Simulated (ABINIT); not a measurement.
The system is Si2Mo.

```
Mo Si
1.0
    -1.60000    1.60000    3.93050
     1.60000   -1.60000    3.93050
     1.60000    1.60000   -3.93050
Mo Si
1 2
Direct
  0.00000 0.00000 0.00000
  0.66700 0.66700 0.00000
  0.33300 0.33300 0.00000
```

```yaml
Program: ABINIT 10.8.3 (patched build)
Task: single point
Functional: PBE
Potentials_or_basis: JTH PAW PBE v2.0
Cutoff: 408 eV
k_mesh: 12 × 12 × 12
Occupations: fermi-dirac, width 0.05 eV
Spin: no spin polarisation
```

On this cell: pressure 2.3 GPa; largest force 0.274 eV/Å; band gap on the k mesh none (metal or under the smearing width).

The same run follows on a disturbed copy (atoms moved at random, drawn with an rms of 0.05 Å):

```xyz
3
Lattice="-1.6000 1.6000 3.9305 1.6000 -1.6000 3.9305 1.6000 1.6000 -3.9305" Properties=species:S:1:pos:R:3 pbc="T T T"
Mo   -0.0147    0.0359    0.0506
Si    0.0664    0.0136    5.2950
Si    0.0405   -0.0037    2.6189
```

**Question.** What changes?

**Answer.** The energy (extrapolated to zero smearing) moves by +19.2 meV/atom; pressure 2.6 GPa; largest force 0.916 eV/Å; band gap on the k mesh none (metal or under the smearing width).

Forces on the atoms (eV/Å):
```
Mo   0.619 -0.275 -0.352
Si  -0.488  0.046 -0.525
Si  -0.131  0.229  0.877
```

Stress tensor (GPa, compression positive):
```
 2.85 -0.31 -0.26
-0.31  3.04  0.05
-0.26  0.05  1.84
```
